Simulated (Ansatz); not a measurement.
**GaN and the effect of the share of exact exchange**

```yaml
crystal:
  lattice:
    - [0.00000, 2.25350, 2.25350]
    - [2.25350, 0.00000, 2.25350]
    - [2.25350, 2.25350, 0.00000]
  atoms:
    - { symbol: Ga, position: [0.00000, 0.00000, 0.00000] }
    - { symbol: N, position: [0.25000, 0.25000, 0.25000] }
```

Kept alike: task single point; k mesh 6 × 6 × 6; occupations fermi-dirac, width 0.05 eV; no spin polarisation. Program: Ansatz, Ansatz PAW, cutoff 420 eV. The mesh is that of the run's cell of 2 atoms. No spin-orbit coupling.

| share of exact exchange, α | band gap (eV) | pressure (GPa) |
| --- | --- | --- |
| 0 | 1.715 | 4.99 |
| 0.1 | 2.196 | 2.42 |
| 0.15 | 2.446 | 1.18 |
| 0.25 | 2.960 | -1.22 |
| 0.35 | 3.494 | -3.52 |
| 0.5 | 4.325 | -6.80 |

The k mesh is coarse, so the values aren't converged. Pressure is positive in compression, with a Pulay correction for the finite cutoff. The exact exchange is short-ranged, of HSE form. A gap read on the mesh alone can miss an edge between its points. All rows use potentials made for PBE. The mesh is thin for exact exchange.

Q: What does the share of exact exchange change here?

A: The band gap rises from 1.715 to 4.325 eV between 0 and 0.5. Exact exchange pulls filled levels down against empty ones, so the gap grows nearly in line with its share. The mean slope is +5.22 eV per unit of share. Measured: 3.299 eV (a printed reference work); nearest 0.35, 0.195 eV off. The runs are for a static lattice. The pressure falls from 4.99 to -6.80 GPa between 0 and 0.5. Exact exchange shortens the bonds here, so the pressure at fixed cell falls.
